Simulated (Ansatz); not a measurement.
## LiNbO₃: a prediction, then the measurements

All numbers below come from DFT PBE, scalar-relativistic, plane waves, PAW (Ansatz).

Cutoff 420 eV; k points 6×6×6 on the computed 10-atom cell (Γ-centred); Gaussian smearing, width 0.02 eV; no spin polarisation.

Relaxed structure:

```
Li Nb O
1.0
     2.59480    1.49811    4.67219
    -2.59480    1.49811    4.67219
     0.00000   -2.99621    4.67219
Li Nb O
2 2 6
Cartesian
  0.0000 0.0000 3.9468
  0.0000 0.0000 10.9551
  0.0000 0.0000 0.0054
  0.0000 0.0000 7.0137
  -0.6424 -1.4591 5.5585
  1.5849 0.1732 5.5585
  -0.9424 1.2859 5.5585
  -1.6524 -0.2122 7.8946
  0.6424 1.5371 7.8946
  1.0099 -1.3249 7.8946
```

| Item | Value |
| --- | --- |
| Space group | R3c (No. 161) |
| Volume per atom | 10.90 Å³ |
| Formation energy from the elements' standard states (uncorrected) | -2.573 eV/atom |
| Kohn–Sham band gap | 3.53 eV, indirect from (-0.125, -0.125, -0.125) to (0.000, 0.380, -0.385) (the valley at (-0.107, 0.000, -0.107) lies within 0.03 eV, so the order isn't resolved) |
| Orbital (Löwdin) character of the top 1 eV of the valence band | O 2p 94 % |
| Orbital (Löwdin) character of the lowest 1 eV of the conduction band | Nb 4d 74 %, O 2p 21 % |
| Electron masses at the edge by direction of the standard setting (m_e; one valley, along these axes only; no spin-orbit coupling) | x: 1.4; y: 1.1; z: 0.93 |
| Hole masses at the edge by direction of the standard setting (m_e; one valley, along these axes only; no spin-orbit coupling) | x: 2.1, 1.2; y: 2.0, 1.2; z: 5.2, 5.2 |
| Bader charge by site (e) | Li (2 in the cell) 0.90, Nb (2 in the cell) 2.74, O (6 in the cell) -1.21 |

**Against measurements.**

A measured lattice constant a of LiNbO3 is 5.1483 Å (a printed reference work (data compilation)); the calculated 5.190 Å exceeds it by 0.8 %. Measured lattice constant c of LiNbO3: 13.8631 Å (a printed reference work (data compilation)). This calculation gives 14.017 Å (+1.1 %). The calculation is for 0 K without zero-point motion.

It was relaxed from a measured cell (COD). Kohn–Sham gaps at this level usually fall short of measured ones. Löwdin shares on free-atom orbitals overweight diffuse shells in the empty bands.
